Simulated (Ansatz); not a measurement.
Structural energy differences of niobium

These are results of Ansatz, DFT, PBE, plane waves (420 eV) with PAW, scalar-relativistic, not measurements.

Each structure is relaxed within its own symmetry, so a high-lying one may be dynamically unstable.

```
        structure  ΔE (meV/atom)  V (Å³/atom)                                     cell     magnetic state
              bcc              0        18.13                              a = 3.310 Å  spin not included
              A15            104        18.61                              a = 5.300 Å  spin not included
omega (AlB2-type)            200        18.47   a = 4.880 Å, c = 2.687 Å (c/a = 0.551)       non-magnetic
             dhcp            288        18.69  a = 2.866 Å, c = 10.509 Å (c/a = 3.667)  spin not included
              hcp            295        18.70   a = 2.870 Å, c = 5.242 Å (c/a = 1.826)  spin not included
              fcc            325        18.79                              a = 4.220 Å       non-magnetic
     simple cubic            989        20.14                              a = 2.721 Å  spin not included
          diamond           2533        25.78                              a = 5.908 Å       non-magnetic
```

ΔE counts from bcc.

Differences under about 8 meV lie within the error of the k-point mesh.
